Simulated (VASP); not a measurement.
A run of VASP 6.6.1:

INCAR

```
ALGO = Normal
EDIFF = 1E-7
ENCUT = 520
ISIF = 2
ISMEAR = 0
ISPIN = 2
LASPH = True
LCHARG = True
LDAU = True
LDAUJ = 0 0
LDAUL = 2 -1
LDAUPRINT = 1
LDAUTYPE = 2
LDAUU = 4 0
LELF = True
LMAXMIX = 4
LMIXTAU = True
LORBIT = 11
LREAL = False
LVHAR = True
LWAVE = False
MAGMOM = 0.6 0
METAGGA = R2SCAN
NELM = 80
PREC = Accurate
SIGMA = 0.05
```

The input KPOINTS:

```
k-points
0
Gamma
  7 7 7
```

The input POSCAR:

```
CuO
1.0
    2.5525506100      0.0000000000      0.0000000000
    0.0000000000      2.5525506100      0.0000000000
    0.0000000000      0.0000000000      2.5525506100
Cu O
1 1
Direct
    0.0000000000      0.0000000000      0.0000000000
    0.5000000000      0.5000000000      0.5000000000
```

Potentials or basis: VASP PAW PBE potentials, release 64 (Cu, O).

Run with:

```sh
$ cat potpaw_PBE.64/Cu/POTCAR potpaw_PBE.64/O/POTCAR > POTCAR
$ mpirun -np 1 vasp_std > vasp.out
```

Hardware: 1 thread of Intel(R) Xeon(R) 6975P-C (Granite Rapids), on a shared host.

How long does it take, and how much memory?

It took 20 s on 1 thread of Intel(R) Xeon(R) 6975P-C (Granite Rapids), with other jobs on the host, peak memory 0.14 GiB. Counts: scf iterations 18, k points 20.
